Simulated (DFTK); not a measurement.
## NaCl under changes of volume

One of the cells (21.478 Å³/atom); the others are scaled copies at fixed shape and fractional positions:

```
CELL_PARAMETERS angstrom
3.50219 0.00000 0.00000
0.00000 3.50219 0.00000
0.00000 0.00000 3.50219
ATOMIC_POSITIONS crystal
Cl 0.50000 0.50000 0.50000
Na 0.00000 0.00000 0.00000
```

Measurements of this composition are mostly on another form, of space group No. 225.

- Program: DFTK 0.8.2
- Functional: AM05
- Potentials or basis: SPMS 1.0 (PBE)
- Cutoff: 816 eV
- k mesh: 6 × 6 × 6
- Occupations: fermi-dirac, width 0.05 eV
- Spin: no spin polarisation

```csv
volume (Å³/atom),energy over the lowest point (meV/atom),gap on the mesh (eV)
20.189,7.27,4.22
20.619,3.23,4.15
21.048,?,?
21.478,0.00,4.02
21.907,0.46,3.96
22.337,2.11,3.90
22.766,4.81,3.85
```

Problem. What does the run at 21.048 Å³/atom give?

Solution. Energy over the lowest point 0.87 meV/atom; gap on the mesh 4.08 eV.

Worked out: A Birch-Murnaghan fit of order 3 (a polynomial in V^(-2/3)) to the other rows has its minimum at 21.54 Å³/atom with B0 = V·E''(V) = 24 GPa and B' = 4.8. It gives 0.87 meV/atom at 21.048 Å³/atom, against the run's 0.87. A straight line through the other rows of the gap, of slope -3.1 eV per unit of ln V, gives 4.09 eV, against the run's 4.08.

Energies are extrapolated to zero smearing.

Caveats: the potentials were made for another functional, which shifts forces and pressure.

A mesh can miss the band edges.
